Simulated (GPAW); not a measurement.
Ta2N:

```
Ta N
1.0
     3.11286    0.00000    0.00000
    -1.55643    2.69582    0.00000
     0.00000    0.00000    4.86984
Ta N
2 1
Direct
  0.33333 0.66667 0.25471
  0.66667 0.33333 0.74529
  0.00000 0.00000 0.00000
```

The cell comes from a database or a generator and needn't be the stable form of this composition.

Base run:

```yaml
Program: GPAW 26.7.0
Functional: PBEsol
Potentials_or_basis: PAW data sets generated in the run's folder for this functional
Cutoff: 800 eV
Basis: pw
k_mesh: 10 × 10 × 6
Occupations: gaussian, width 0.05 eV
Spin: no spin polarisation
```

Its results: band gap on the k mesh none (metal or under the smearing width); pressure -9.0 GPa; largest force 0.252 eV/Å.

Question: The run is repeated on the same cell with these changes: functional from PBEsol to PBE; potentials or basis from PAW data sets generated in the run's folder for this functional to GPAW PAW data sets (gpaw-data 1.2.1). What comes out?

Answer: Band gap on the k mesh none (metal or under the smearing width); pressure -1.1 GPa; largest force 0.046 eV/Å.
